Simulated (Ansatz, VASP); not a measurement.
InSb in VASP and in Ansatz

```
CELL_PARAMETERS angstrom
0.00000 2.99377 2.99377
2.99377 0.00000 2.99377
2.99377 2.99377 0.00000
ATOMIC_POSITIONS crystal
In 0.00000 0.00000 0.00000
Sb 0.25000 0.25000 0.25000
```

Change from the starting cell: volume scaled by 0.8, LAPW.

Alike in both runs: task single point; functional LDA; k mesh 11 × 11 × 11; occupations fermi-dirac, width 0.1 eV; no spin polarisation.

|  | VASP | Ansatz |
| --- | --- | --- |
| version | VASP 6.6.1 | Ansatz 0.2.0 |
| potentials or method | VASP PAW LDA potentials, release 64 (In_d, Sb), cutoff 520 eV | all-electron LAPW, scalar-relativistic |

Ansatz gave:

```
pressure (GPa) : 17.7
```

Problem. Which values does VASP return?

Solution. Pressure (GPa): 18.0.

Ansatz ran all-electron here, so the differences hold the error of VASP's frozen core and of both bases.

Caveats: so large a pressure means that the cell lies far from this level's equilibrium, or that cutoff or potentials fall short (VASP). A k mesh can miss the band edges.
